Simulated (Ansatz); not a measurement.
Crystal: MoSe2.

```
Mo Se
1.0
     3.28800    0.00000    0.00000
    -1.64400    2.84749    0.00000
     0.00000    0.00000   12.90000
Mo Se
2 4
Direct
  0.66667 0.33333 0.75000
  0.33333 0.66667 0.25000
  0.66667 0.33333 0.37500
  0.33333 0.66667 0.87500
  0.66667 0.33333 0.12500
  0.33333 0.66667 0.62500
```

Base run:

| Property | Result |
| --- | --- |
| Program | Ansatz 0.2.0 |
| Functional | PBE |
| Potentials or basis | Ansatz PAW |
| Cutoff | 420 eV (not typed: the program's choice for these potentials) |
| k mesh | 7 × 7 × 2 |
| Occupations | fermi-dirac, width 0.05 eV |
| Spin | spin-orbit coupling, no magnetisation |

Its results: band gap on the k mesh 1.02 eV, indirect (least direct gap 1.72 eV); pressure 8.1 GPa; largest force 1.106 eV/Å.

**Question.** The run is repeated on the same cell with these changes: functional from PBE to PBEsol. What comes out?

**Answer.** Band gap on the k mesh 0.99 eV, indirect (least direct gap 1.72 eV); pressure 3.2 GPa; largest force 0.799 eV/Å.

PBEsol binds more tightly than PBE, so the same cell stands under less pressure.

Caveats: the k mesh misses the band edges, so the gap on the mesh is wider than the one along the path; the cell's inner coordinates are idealised or old, which leaves forces on the atoms; this functional lacks dispersion, which binds the layers, so the pressure and a relaxed spacing across them are unreliable; the PAW data sets come from PBE, with cores solved anew for the run's functional, which leaves a small shift of forces and pressure (some runs).
